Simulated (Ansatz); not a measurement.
**Cu$_{2}$O: a prediction, then the measurements**

These are results of Ansatz, DFT PBE, scalar-relativistic, plane waves, PAW, not measurements.

Cutoff 420 eV; k points 8×8×8 on the computed 6-atom cell (Γ-centred); Gaussian smearing, width 0.02 eV; no spin polarisation.

Relaxed structure:

```yaml
crystal:
  lattice:
    - [4.29824, 0.00000, 0.00000]
    - [0.00000, 4.29824, 0.00000]
    - [0.00000, 0.00000, 4.29824]
  atoms:
    - { symbol: Cu, position: [0.25000, 0.25000, 0.25000] }
    - { symbol: Cu, position: [0.25000, 0.75000, 0.75000] }
    - { symbol: Cu, position: [0.75000, 0.75000, 0.25000] }
    - { symbol: Cu, position: [0.75000, 0.25000, 0.75000] }
    - { symbol: O, position: [0.00000, 0.00000, 0.00000] }
    - { symbol: O, position: [0.50000, 0.50000, 0.50000] }
```

| Property | Result |
| --- | --- |
| Space group | Pn-3m (No. 224) |
| Volume per atom | 13.23 Å³ |
| Formation energy from the elements' standard states (uncorrected) | -0.392 eV/atom |
| Kohn–Sham band gap | 0.48 eV, direct at Γ |
| Orbital (Löwdin) character of the top 1 eV of the valence band | Cu 3d 70 %, O 2p 16 %, Cu 4s 12 % |
| Orbital (Löwdin) character of the lowest 1 eV of the conduction band | Cu 3d 43 %, Cu 4s 25 %, O 2s 18 %, O 2p 12 % |
| Electron masses at the edge by direction of the standard setting (m_e; one valley, along these axes only; no spin-orbit coupling) | x: 0.93; y: 0.93; z: 0.93 |
| Hole masses at the edge by direction of the standard setting (m_e; one valley, along these axes only; no spin-orbit coupling) | x: 3.4, 3.4, 0.15; y: 3.4, 3.4, 0.15; z: 3.4, 3.4, 0.15 |
| Bader charge by site (e) | Cu (4 in the cell) 0.54, O (2 in the cell) -1.08 |

A magnetic start lost its moments in a first run, so spin was left out; other magnetic orders weren't tried.

**Against measurements.**

Against the measured lattice constant a of Cu2O, 4.267 Å (powder; “Magnetic properties of undoped Cu2O fine powders with magnetic impurities and/or cation vacancies”, 2008, arxiv:0812.2079), the calculated 4.298 Å is off by +0.7 %. The calculation is for 0 K without zero-point motion. A measured band gap of Cu2O is 2.04 eV (direct; 10 K; “Luminescence Properties of Epitaxial Cu2O Thin Films Electrodeposited on Metallic Substrates and Cu2O Single Crystals”, 2023, pmc:10301081); the calculated 0.48 eV falls short of it by 1.56 eV. Kohn–Sham gaps of semilocal functionals fall short of measured ones as a rule.

It was relaxed from a cell as deposited in COD. Löwdin shares on free-atom orbitals overweight diffuse shells in the empty bands.
